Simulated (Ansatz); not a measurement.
# Os: stiffness from a series of strains

```yaml
crystal:
  lattice:
    - [2.73410, 0.00000, 0.00000]
    - [-1.36705, 2.36780, 0.00000]
    - [0.00000, 0.00000, 4.31970]
  atoms:
    - { symbol: Os, position: [0.33333, 0.66667, 0.25000] }
    - { symbol: Os, position: [0.66667, 0.33333, 0.75000] }
```

Atoms are numbered in the order listed.

The cell comes from COD entry 9017843, which wasn't checked; take it as a given geometry.

Spin–orbit coupling is left out, though it moves levels of the heavy atoms by tenths of an eV or more.

These are results of DFT, PBE, all-electron LAPW, scalar-relativistic in Ansatz 0.2.0, not measurements.

Settings: a Γ-centred 15×15×9 k mesh, Fermi–Dirac smearing of 0.05 eV, basis error target 0.5 meV/atom, no spin polarisation.

The strain is applied along the Cartesian axes of the cell as listed (the other components stay zero). Fractional coordinates are held (clamped ions).

σ is the change of stress from the unstrained cell, which is at 8.64 GPa; tension is positive, so slopes are stress–strain coefficients at that pressure. In a metal the k mesh adds noise.

Only quantities that a quadratic follows smoothly over the whole series are listed; rougher ones are left out.

```
εxx = εyy  σzz (GPa)  σxx (GPa)
  -0.0300     -16.19     -37.76
  -0.0200     -10.41     -23.64
  -0.0100      -4.96     -11.14
   0.0000       0.00       0.00
   0.0100       4.59       9.84
   0.0300      13.14      25.96
```

Problem. Fit the series and read off the stiffness at zero strain.

Solution. Least-squares fits y = p0 + p1 x + p2 x² to the rows give σzz (GPa): p1 = 488, p2 = -1700; σxx (GPa): p1 = 1060, p2 = -6600. So C13 + C23 = 488 GPa and C11 + C12 = 1059 GPa, for these axes.

Problem. One run, at εxx = εyy = 0.0200, is withheld. Predict its row.

Solution. The fits give 9.07, 18.59; the run gave 8.97, 18.45.
